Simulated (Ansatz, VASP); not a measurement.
# Cross-check of C (Diamond) between VASP and Ansatz

Aim: how closely do two programs agree when they are given the same cell, functional and k mesh? The cell is taken from a series of VASP runs on this material, whose earlier steps may have relaxed, scaled or displaced it; both programs get it as it stands.

Main program and level: Ansatz 0.2.0; plane waves, with VASP 6.6.1 beside it; relaxation of cell and atoms at r2SCAN with rVV10.

### Step 1. The structure

It takes space group Fd-3m (No. 227, cubic). Conventional cell: a = 3.561 Å, b = 3.561 Å, c = 3.561 Å, α = 90.00°, β = 90.00°, γ = 90.00°. C has 4 C at 1.54 Å nearest.

### Step 2. VASP: relaxation of cell and atoms, r2SCAN with rVV10

The relaxed volume is the usual yardstick between codes: its relative difference is about their pressure difference at one cell divided by the bulk modulus.

Lines of VASP's logs that name or quote its potential files are left out, and so is its time.

File INCAR:

```
SYSTEM = C
PREC = Accurate
ENCUT = 520
EDIFF = 1E-06
NELM = 100
ISMEAR = 0
SIGMA = 0.03
LREAL = .FALSE.
ALGO = Normal
METAGGA = R2SCAN
LUSE_VDW = .TRUE.
IVDW_NL = 2
BPARAM = 11.95
CPARAM = 0.0093
LASPH = .TRUE.
NBANDS = 10
LORBIT = 11
LWAVE = .FALSE.
LCHARG = .FALSE.
KPAR = 8
IBRION = 2
NSW = 50
ISIF = 3
EDIFFG = -0.006
```

File POSCAR:

```
C
1.0
    0.0000000000      1.7804329922      1.7804329922
    1.7804329922      0.0000000000      1.7804329922
    1.7804329922      1.7804329922      0.0000000000
C
2
Direct
    0.7500000000      0.7500000000      0.7500000000
    0.5000000000      0.5000000000      0.5000000000
```

File KPOINTS:

```
Automatic mesh
0
Gamma
10 10 10
0 0 0
```

PAW data sets: C (PBE family, release 64).

On the command line:

```bash
mpirun -np 8 vasp_std
```

Numbers of over 12 decimals in the logs are rounded to 6 here.

The log of the run:

```text
[banner, memory and clock lines left out]
running    8 mpi-ranks, on    1 nodes
 distrk:  each k-point on    1 cores,    8 groups
 distr:  one band on    1 cores,    1 groups

 POSCAR found type information on POSCAR C
 POSCAR found :  1 types and       2 ions
|                                                                             |
|           W    W    AA    RRRRR   N    N  II  N    N   GGGG   !!!           |
|           W    W   A  A   R    R  NN   N  II  NN   N  G    G  !!!           |
|           W    W  A    A  R    R  N N  N  II  N N  N  G       !!!           |
|           W WW W  AAAAAA  RRRRR   N  N N  II  N  N N  G  GGG   !            |
|           WW  WW  A    A  R   R   N   NN  II  N   NN  G    G                |
|           W    W  A    A  R    R  N    N  II  N    N   GGGG   !!!           |
|                                                                             |
|     For optimal performance we recommend to set                             |
|       NCORE = 2 up to number-of-cores-per-socket                            |
|     NCORE specifies how many cores store one orbital (NPAR=cpu/NCORE).      |
|     This setting can greatly improve the performance of VASP for DFT.       |
|     The default, NCORE=1 might be grossly inefficient on modern             |
|     multi-core architectures or massively parallel machines. Do your        |
|     Unfortunately you need to use the default for GW and RPA                |
|     calculations (for HF NCORE is supported but not extensively tested      |
|     yet).                                                                   |
|                                                                             |

|                                                                             |
|               ----> ADVICE to this user running VASP <----                  |
|                                                                             |
|     You have switched on vdW-DFT.                                           |
|     This routine was written and supplied by Jiri Klimes. We recommend      |
|     that you carefully read and cite the following publications:            |
|       J. Klimes, D.R. Bowler, A. Michelides                                 |
|          J. Phys.: Cond Matt. 22 022201 (2010)                              |
|       J. Klimes, D.R. Bowler, A. Michelides                                 |
|          Phys. Rev. B. 83, 195131 (2011)                                    |
|     and references therein.                                                 |
|                                                                             |

|                                                                             |
|               ----> ADVICE to this user running VASP <----                  |
|                                                                             |
|     You enforced a specific xc type in the INCAR file but a different       |
|     [... a line on the potential file left out ...]
|     I HOPE YOU KNOW WHAT YOU ARE DOING!                                     |
|                                                                             |

 LDA part: xc-table for (None), standard interpolation
 POSCAR, INCAR and KPOINTS ok, starting setup
 FFT: planning ... GRIDC
 FFT: planning ... GRID_SOFT
 FFT: planning ... GRID
 WAVECAR not read
 entering main loop
       N       E                     dE             d eps       ncg     rms          rms(c)
Total rVV10 correction in eV:      0.0428805     8.0925840
Total rVV10 correction in eV:      0.0428805     8.0925840
Total rVV10 correction in eV:      0.0428805     8.0925840
Total rVV10 correction in eV:      0.0428805     8.0925840
Total rVV10 correction in eV:      0.0428805     8.0925840
Total rVV10 correction in eV:      0.0428805     8.0925840
Total rVV10 correction in eV:      0.0428805     8.0925840
Total rVV10 correction in eV:      0.0428805     8.0925840
DAV:   1    -0.169073093029E+01   -0.16907E+01   -0.50146E+03   974   0.798E+02
DAV:   2    -0.215378629709E+02   -0.19847E+02   -0.19268E+02  1222   0.132E+02
DAV:   3    -0.218816643865E+02   -0.34380E+00   -0.34328E+00  1122   0.142E+01
DAV:   4    -0.218821845034E+02   -0.52012E-03   -0.52010E-03  1058   0.652E-01
DAV:   5    -0.218821850680E+02   -0.56452E-06   -0.56512E-06  1064   0.198E-02    0.515E+00
Total rVV10 correction in eV:      0.0536081     8.0925839
Total rVV10 correction in eV:      0.0536081     8.0925839
Total rVV10 correction in eV:      0.0536081     8.0925839
Total rVV10 correction in eV:      0.0536081     8.0925839
Total rVV10 correction in eV:      0.0536081     8.0925839
Total rVV10 correction in eV:      0.0536081     8.0925839
Total rVV10 correction in eV:      0.0536081     8.0925839
Total rVV10 correction in eV:      0.0536081     8.0925839
DAV:   6    -0.196821174068E+02    0.22001E+01   -0.26728E-01  1030   0.406E+00    0.386E+00
Total rVV10 correction in eV:      0.0739311     8.0925839
Total rVV10 correction in eV:      0.0739311     8.0925839
Total rVV10 correction in eV:      0.0739311     8.0925839
Total rVV10 correction in eV:      0.0739311     8.0925839
Total rVV10 correction in eV:      0.0739311     8.0925839
Total rVV10 correction in eV:      0.0739311     8.0925839
Total rVV10 correction in eV:      0.0739311     8.0925839
Total rVV10 correction in eV:      0.0739311     8.0925839
DAV:   7    -0.195799080279E+02    0.10221E+00   -0.26436E-01  1034   0.395E+00    0.770E-01
Total rVV10 correction in eV:      0.0747610     8.0925839
Total rVV10 correction in eV:      0.0747610     8.0925839
Total rVV10 correction in eV:      0.0747610     8.0925839
Total rVV10 correction in eV:      0.0747610     8.0925839
Total rVV10 correction in eV:      0.0747610     8.0925839
Total rVV10 correction in eV:      0.0747610     8.0925839
Total rVV10 correction in eV:      0.0747610     8.0925839
Total rVV10 correction in eV:      0.0747610     8.0925839
DAV:   8    -0.195806627560E+02   -0.75473E-03   -0.37123E-03  1038   0.582E-01    0.404E-01
Total rVV10 correction in eV:      0.0760012     8.0925839
Total rVV10 correction in eV:      0.0760012     8.0925839
Total rVV10 correction in eV:      0.0760012     8.0925839
Total rVV10 correction in eV:      0.0760012     8.0925839
Total rVV10 correction in eV:      0.0760012     8.0925839
Total rVV10 correction in eV:      0.0760012     8.0925839
Total rVV10 correction in eV:      0.0760012     8.0925839
Total rVV10 correction in eV:      0.0760012     8.0925839
DAV:   9    -0.195809613599E+02   -0.29860E-03   -0.13933E-04   996   0.153E-01    0.121E-02
Total rVV10 correction in eV:      0.0759211     8.0925839
Total rVV10 correction in eV:      0.0759211     8.0925839
Total rVV10 correction in eV:      0.0759211     8.0925839
Total rVV10 correction in eV:      0.0759211     8.0925839
Total rVV10 correction in eV:      0.0759211     8.0925839
Total rVV10 correction in eV:      0.0759211     8.0925839
Total rVV10 correction in eV:      0.0759211     8.0925839
Total rVV10 correction in eV:      0.0759211     8.0925839
DAV:  10    -0.195809614017E+02   -0.41833E-07   -0.24621E-06  1106   0.134E-02
Total rVV10 correction in eV:      0.0759705     8.0925839
Total rVV10 correction in eV:      0.0759705     8.0925839
Total rVV10 correction in eV:      0.0759705     8.0925839
Total rVV10 correction in eV:      0.0759705     8.0925839
Total rVV10 correction in eV:      0.0759705     8.0925839
Total rVV10 correction in eV:      0.0759705     8.0925839
Total rVV10 correction in eV:      0.0759705     8.0925839
Total rVV10 correction in eV:      0.0759705     8.0925839
Total rVV10 correction in eV:      0.0759685     8.0925839
Total rVV10 correction in eV:      0.0759685     8.0925839
Total rVV10 correction in eV:      0.0759685     8.0925839
Total rVV10 correction in eV:      0.0759685     8.0925839
Total rVV10 correction in eV:      0.0759685     8.0925839
Total rVV10 correction in eV:      0.0759685     8.0925839
Total rVV10 correction in eV:      0.0759685     8.0925839
Total rVV10 correction in eV:      0.0759685     8.0925839
   1 F= -.19580961E+02 E0= -.19580961E+02  d E =-.195810E+02
 curvature:   0.00 expect dE= 0.000E+00 dE for cont linesearch  0.000E+00
 trial: gam= 0.00000 g(F)=  0.799E-47 g(S)=  0.697E-06 ort = 0.000E+00 (trialstep = 0.100E+01)
 search vector abs. value=  0.697E-06
 reached required accuracy - stopping structural energy minimisation
```

From OUTCAR (step 2):

```text
ion  position               nearest neighbor table
   1  0.750  0.750  0.750-   2 1.54   2 1.54   2 1.54   2 1.54
   2  0.500  0.500  0.500-   1 1.54   1 1.54   1 1.54   1 1.54

  LATTYP: Found a face centered cubic cell.
 ALAT       =     3.5608659844

 Subroutine GETGRP returns: Found 48 space group operations
 (whereof 24 operations were pure point group operations)

The static configuration has the point symmetry T_d .
 The point group associated with its full space group is O_h .

 Found     47 irreducible k-points:

   k-points           NKPTS =     47   k-points in BZ     NKDIM =     47   number of bands    NBANDS=     10

   dimension x,y,z NGX =    20 NGY =   20 NGZ =   20
   dimension x,y,z NGXF=    40 NGYF=   40 NGZF=   40

   ENCUT  =  520.0 eV  38.22 Ry    6.18 a.u.   4.68  4.68  4.68*2*pi/ulx,y,z

   NELECT =       8.0000    total number of electrons

 k-points in reciprocal lattice and weights: Automatic mesh
   0.00000000  0.00000000  0.00000000       0.001
   0.10000000  0.00000000  0.00000000       0.008
   0.20000000  0.00000000  0.00000000       0.008
   0.30000000  0.00000000  0.00000000       0.008
   0.40000000  0.00000000  0.00000000       0.008
   0.50000000  0.00000000  0.00000000       0.004
   0.10000000  0.10000000  0.00000000       0.006
   0.20000000  0.10000000  0.00000000       0.024
   0.30000000  0.10000000  0.00000000       0.024
[...]
-0.30000000  0.40000000  0.20000000       0.024
  -0.30000000  0.50000000  0.20000000       0.012

 average (electrostatic) potential at core
       1 -47.3749       2 -47.3749

 E-fermi :   9.9122

 k-point     1 :       0.0000    0.0000    0.0000
  band No.  band energies     occupation
      1     -12.9897      2.00000
      2       9.7906      2.00000
      3       9.7906      2.00000
      4       9.7906      2.00000
      5      15.6331      0.00000
      6      15.6331      0.00000
      7      15.6331      0.00000
      8      23.7190      0.00000
      9      30.1688      0.00000
    ...

 k-point     2 :       0.1000    0.0000    0.0000
  band No.  band energies     occupation
      1     -12.6993      2.00000
      2       7.9846      2.00000
      3       9.3103      2.00000
      4       9.3103      2.00000
      5      16.2644      0.00000
      6      16.2644      0.00000
      7      16.6513      0.00000
      8      24.0059      0.00000
      9      30.6517      0.00000
    ...

 k-point     3 :       0.2000    0.0000    0.0000
  band No.  band energies     occupation
      1     -11.8338      2.00000
      2       4.5670      2.00000
      3       8.3727      2.00000
      4       8.3727      2.00000
      5      17.4744      0.00000
      6      17.4744      0.00000
      7      17.9071      0.00000
      8      24.7973      0.00000
      9      31.4744      0.00000
    ...

  Total        0.0031040      0.0031040      0.0031040     -0.0000000     -0.0000000      0.0000000
  in kB        0.4405813      0.4405813      0.4405813     -0.0000000     -0.0000000      0.0000000
  external PRESSURE =       0.4405813 kB  Pullay stress =       0.0000000 kB

  energy-cutoff  :      520.00
  volume of cell :       11.29
      direct lattice vectors                 reciprocal lattice vectors
     0.000000000  1.780432992  1.780432992    -0.280830563  0.280830563  0.280830563
     1.780432992  0.000000000  1.780432992     0.280830563 -0.280830563  0.280830563
     1.780432992  1.780432992  0.000000000     0.280830563  0.280830563 -0.280830563

 POSITION                                       TOTAL-FORCE (eV/Angst)
 -----------------------------------------------------------------------------------
      2.67065      2.67065      2.67065         0.000000      0.000000      0.000000
      1.78043      1.78043      1.78043        -0.000000     -0.000000     -0.000000
 -----------------------------------------------------------------------------------
    total drift:                                0.000000     -0.000000      0.000000

  FREE ENERGIE OF THE ION-ELECTRON SYSTEM (eV)
  ---------------------------------------------------
  free  energy   TOTEN  =       -19.5809614017 eV

  energy  without entropy=      -19.5809614017  energy(sigma->0) =      -19.58096140

 reached required accuracy - stopping structural energy minimisation

 total charge
# of ion       s       p       d       tot
------------------------------------------
    1        0.846   1.742   0.000   2.588
    2        0.846   1.742   0.000   2.588
--------------------------------------------------
tot          1.691   3.484   0.000   5.175

[... 3 further parts left out ...]
```

CONTCAR:

```
C
   1.00000000000000
     0.0000000000000000    1.7804329922000000    1.7804329922000000
     1.7804329922000000    0.0000000000000000    1.7804329922000000
     1.7804329922000000    1.7804329922000000    0.0000000000000000
  C
     2
Direct
     0.7500000000000000    0.7500000000000000    0.7500000000000000
     0.5000000000000000    0.5000000000000000    0.5000000000000000
```

(Part 1 of 2 ends here.)

[Lines on the potential files, build, host, timing and source positions are cut from VASP's logs without a mark.]

[Logs are printed without paths, hosts, clocks, repeated set-up lines and the standing remarks that a program may print on its own settings, such as how far it seeks lower states.]

[Hosts, paths, dates, database ids (printed as entryN), source tags and the programs' standing remarks are cut or masked in the printed files.]
